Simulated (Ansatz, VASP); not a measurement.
# MoS2 in VASP and in Ansatz

File INCAR:

```
SYSTEM = MoS2
  PREC = Accurate
  ENCUT = 520
  EDIFF = 1E-7
  ISMEAR = 1
  SIGMA = 0.1
  LREAL = .False.
  LASPH = .True.
  NELM = 80
  ALGO = Normal
  ISIF = 2
  LWAVE = .False.
  LCHARG = .False.
  GGA = PS
  NBANDS = 20
```

Contents of KPOINTS:

```
Automatic mesh
0
Gamma
  10 10 5
  0 0 0
```

POSCAR

```
MoS2
1.0
    3.1690364643      0.0000000000      0.0000000000
   -1.5845177412      2.7444654161      0.0000000000
    0.0000000000      0.0000000000      6.1981949043
Mo S
1 2
Direct
    0.0000000000      0.0000000000      0.5000000000
    0.3333333333      0.6666666667      0.2553190000
    0.6666666667      0.3333333333      0.7446810000
```

Input for Ansatz:

```yaml
crystal:
  lattice:
    - [3.1690364643061955, 0.0, 0.0]
    - [-1.5845177412048665, 2.7444654160904793, 0.0]
    - [0.0, 0.0, 6.198194904343911]
  atoms:
    - { symbol: Mo, position: [0.0, 0.0, 0.5] }
    - { symbol: S, position: [0.3333333333333333, 0.6666666666666666, 0.255319] }
    - { symbol: S, position: [0.6666666666666666, 0.3333333333333333, 0.744681] }
basis:
  ecutwfc: 450.0
kpoints:
  mp_grid:
    grid: [10, 10, 5]
hamiltonian:
  xc: pbesol
scf:
  occupations:
    method: methfessel_paxton
output:
  stress: true
```

Measurements of this composition are mostly on another form, of space group No. 194.

Alike in both runs: task single point; functional PBEsol; k mesh 10 × 10 × 5; no spin polarisation.

|  | VASP | Ansatz |
| --- | --- | --- |
| version | VASP 6.6.1 | Ansatz 0.2.0 |
| potentials or method | VASP PAW PBE potentials, release 64 (Mo_sv, S) | plane waves, PAW |
| plane-wave cutoff (eV) | 520 | 450 |
| occupations | methfessel-paxton of order 1, width 0.1 eV | methfessel-paxton of order 1 |
| valence electrons in the cell | 26 | 26 |

|  | VASP | Ansatz | Ansatz less VASP |
| --- | --- | --- | --- |
| pressure (GPa) | 4.5 | 4.5 | 0.00 |
| largest component of the traceless stress (GPa) | 3.55 | 3.53 | -0.023 |

Caveats: the PAW data sets were made with another functional, which shifts forces and pressure a little (VASP); this functional lacks dispersion, which binds the layers, so the pressure and a relaxed spacing across them are unreliable.
